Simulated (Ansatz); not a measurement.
A plane-wave DFT run in Ansatz 0.2.0 (scalar-relativistic PAW potentials unless the input names others): input and command.

```yaml
crystal:
  lattice:
    - [3.6043047991, 0.0, 0.0]
    - [0.0, 3.6043047991, 0.0]
    - [0.0, 0.0, 5.2639673039]
  atoms:
    - { symbol: Hf, position: [0.5, 0.4924369097, 0.5] }
    - { symbol: Hf, position: [0.0, -0.0075630903, 0.0] }
    - { symbol: O, position: [0.0, 0.5832338042, 0.6932520932] }
    - { symbol: O, position: [0.5, 0.0832338042, 0.8067479068] }
    - { symbol: O, position: [0.5, 0.0011415227, 0.3067479068] }
    - { symbol: O, position: [0.0, 0.5011415227, 0.1932520932] }
basis:
  ecutwfc: 420
kpoints:
  mp_grid: { grid: [6, 6, 4] }
hamiltonian:
  xc: pbe
scf:
  occupations: { method: gaussian, width: 0.05 }
  algorithm: direct_min
output:
  forces: true
  eigenvalues: true
  stress: true
```

```bash
ansatz run input.yaml --threads 2 --pin off --max-ram 5120MiB --backend cpu --events-out ev --progress --plain --runs-dir out
```

Abridged log:
```
Basis set: ecut = 420 eV, 1321 PW (Γ), exchange–correlation on 50×50×72 points (8 copies of the dense FFT grid, shifted against one another)
Bands: 46, of which v1, the nominal top of the filled ones, is band 38 counted from 1 (37 counted from 0)
Symmetry: 4 space group operations
k-points: 48 of 144 (time reversal used)
SCF iter   1: F=—  HF=-33722.998779 eV  |F-HF|=—  |Δ(HF+E_count)|=         —  Δρ=3.15e-3  dr2=1.95e-3  ethr=1.77e-3  ⟨swp⟩=5.8  Hψ=8587  notcnv=0
SCF iter   2: F=—  HF=-33723.001714 eV  |F-HF|=—  |Δ(HF+E_count)|=   2.93e-3  Δρ=6.99e-4  dr2=1.95e-4  ethr=2.51e-7  ⟨swp⟩=2.2  Hψ=11205  notcnv=0
SCF iter   3: F=—  HF=-33723.001635 eV  |F-HF|=—  |Δ(HF+E_count)|=   7.87e-5  Δρ=2.04e-4  dr2=1.75e-5  ethr=2.51e-7  ⟨swp⟩=4.0  Hψ=6532  notcnv=0
SCF iter   4: F=—  HF=-33723.001603 eV  |F-HF|=—  |Δ(HF+E_count)|=   3.20e-5  Δρ=9.28e-5  dr2=4.89e-6  ethr=2.30e-8  ⟨swp⟩=3.6  Hψ=4664  notcnv=0
SCF iter   5: F=—  HF=-33723.001602 eV  |F-HF|=—  |Δ(HF+E_count)|=   1.27e-6  Δρ=2.11e-5  dr2=2.66e-7  ethr=6.43e-9  ⟨swp⟩=3.0  Hψ=4241  notcnv=0
SCF iter   6: F=-33723.001602 eV  HF=-33723.001602 eV  |F-HF|=3.11e-8  |Δ(HF+E_count)|=   3.08e-8  Δρ=4.95e-6  dr2=1.67e-8  ethr=3.50e-10  ⟨swp⟩=4.0  Hψ=5863  notcnv=0
SCF 1 converged in 6 iterations: F = -33723.001602 eV  dr2 = 1.67e-8
  Residual-converged pass: ⟨swp⟩=3.0  Hψ=5269  notcnv=0  max |occ|·‖R‖ = 5.9e-6 eV (tolerance 6.7e-6 eV) dr2=1.86e-8  dr2_onsite=1.97e-8  max |Δocc| = 0.0e0
SCF converged after 6 iterations
Stability not checked: this state was not tested for a lower state beside it, because a direct minimisation reached the state, and no test of it is asked (direct_minimisation; see scf.lower_state_search)
Free energy (F): -33723.001602 eV
Harris-Foulkes:  -33723.001602 eV  (|F-HF|=3.11e-8)
Internal energy: -33723.001602 eV  (E = F + TS)
E sigma→0 (E₀):  -33723.001602 eV
Fermi energy:    16.604699 eV
--- Forces (eV/Å), atoms counted from 1 ---
  atom   1  Hf     0.00000000     0.22892070    -0.16075648
  atom   2  Hf     0.00000000     0.22892070     0.16075648
  atom   3  O      0.00000000    -0.21178243    -0.51552328
  atom   4  O      0.00000000    -0.21178243     0.51552328
  atom   5  O      0.00000000    -0.01723743    -0.18965607
  atom   6  O      0.00000000    -0.01723743     0.18965607
--- Stress (GPa, compression-positive) ---
       -2.015467       0.000000       0.000000
        0.000000       4.404087       0.000000
        0.000000       0.000000      -0.564908
  P = ⅓ Tr σ = 0.6079 GPa (6.079 kbar)
```

Apart from outputs and empty bands, the input differs from a reference run on usual settings in scf.algorithm: not typed → "direct_min". The reference, at the same geometry (not necessarily relaxed), gave pressure 0.61 GPa, largest force 0.557 eV/Å, gap on the mesh 4.40 eV. This run converged in 6 SCF iterations (reference: 7) with an energy at zero smearing within 0.01 meV/atom of the reference's, pressure 0.61 GPa, largest force 0.557 eV/Å, gap on the mesh 4.40 eV.

Time: 21 s on 2 threads of Arm Neoverse V2, with other jobs on the host, peak memory 0.6 GiB.